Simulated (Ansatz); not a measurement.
# TaN (Fm-3m), a vibration from a frozen displacement

Level of theory: Ansatz, DFT PBE, scalar-relativistic, plane waves, PAW. The runs took a 420 eV cutoff, a Γ-centred 18×18×18 mesh and Gaussian smearing (0.15 eV). Spin–orbit coupling is left out, which matters for the heavy elements here. No spin polarisation. Energies are free energies at this smearing, counted from the undisturbed cell; pressure is positive in compression.

Reference structure (as given, not relaxed at this level; it stands at 14.6 GPa; this rock-salt form isn't the usual structure):

```xyz
2
Lattice="0.0000 2.1790 2.1790 2.1790 0.0000 2.1790 2.1790 2.1790 0.0000" Properties=species:S:1:pos:R:3 pbc="T T T"
Ta    2.1790    2.1790    2.1790
N     0.0000    0.0000    0.0000
```

Every Ta atom is moved by x along the Cartesian unit vector (0.000, 0.000, 1.000); the cell and all other atoms stay fixed. The cell's volume is 20.69 Å³; the moved atoms weigh 180.948 u together and the others 14.007 u. Some rows repeat others by symmetry and weren't run.

| x (Å) | ΔE (meV/cell) | total force on the moved atoms along the move (eV/Å) | pressure (GPa) |
| --- | --- | --- | --- |
| -0.1000 | 47.02 | 0.9785 | 16.3839 |
| -0.0875 | 35.65 | 0.8408 | 15.9545 |
| -0.0750 | 25.97 | 0.7092 | 15.5840 |
| -0.0625 | 17.90 | 0.5826 | 15.2712 |
| -0.0500 | 11.39 | 0.4604 | 15.0157 |
| -0.0375 | 6.38 | 0.3420 | 14.8172 |
| -0.0250 | 2.82 | 0.2265 | 14.6756 |
| -0.0125 | 0.70 | 0.1128 | 14.5906 |
| 0.0000 | 0.00 | 0.0000 | 14.5623 |
| 0.0125 | 0.70 | -0.1128 | 14.5906 |
| 0.0250 | 2.82 | -0.2265 | 14.6756 |
| 0.0375 | 6.38 | -0.3420 | 14.8172 |
| 0.0500 | 11.39 | -0.4604 | 15.0157 |
| 0.0625 | 17.90 | -0.5826 | 15.2712 |
| 0.0750 | 25.97 | -0.7092 | 15.5840 |
| 0.0875 | 35.65 | -0.8408 | 15.9545 |
| 0.1000 | 47.02 | -0.9785 | 16.3839 |

Q: What frequency belongs to this motion?

A: The force constant is k = −dF/dx = 9.024 eV/Å², from the parabola through x = -0.0125, 0 and 0.0125. In every cell the moved atoms swing against the rest, so the mass is μ = m₁m₂/(m₁ + m₂) = 13.001 u, and ν̃ = 521.5 cm⁻¹ × √(|k|/μ) = 434 cm⁻¹, at this cell's pressure of 14.6 GPa. To first order in x, and within 1 %, the force on every atom lies along the move and, within each of the two groups, in proportion to the atom's mass, so this is itself a mode at the zone centre of this cell.

Q: How far does the harmonic law reach?

A: At x = -0.100 Å, kx²/2 = 45.12 meV against the computed 47.02 meV (+4.2 %): the well is still close to harmonic there.

Q: The pressure changes with x². What does that say about the frequency under compression?

A: With E = k(V)x²/2, k ∝ V^(−2γ) and x scaling with the cell as V^(1/3), P − P0 = −∂E/∂V = (2γ − 2/3) ΔE/V. At x = 0.0250 Å, V(P − P0) = 20.69 × 0.11323 / 160.2 eV = 14.62 meV and ΔE = 2.82 meV, so γ = 1/3 + V(P − P0)/(2ΔE) = 2.92. This is the Grüneisen parameter of the motion under uniform scaling of the cell: shrinking the cell evenly by 1 % in volume raises the frequency by about 2.92 %.

In a metal these slopes depend on the k mesh and the smearing.

Cost: 9 runs of about 2.1 core-minutes in all, on Intel Xeon Platinum 8488C (Sapphire Rapids) (shared hosts).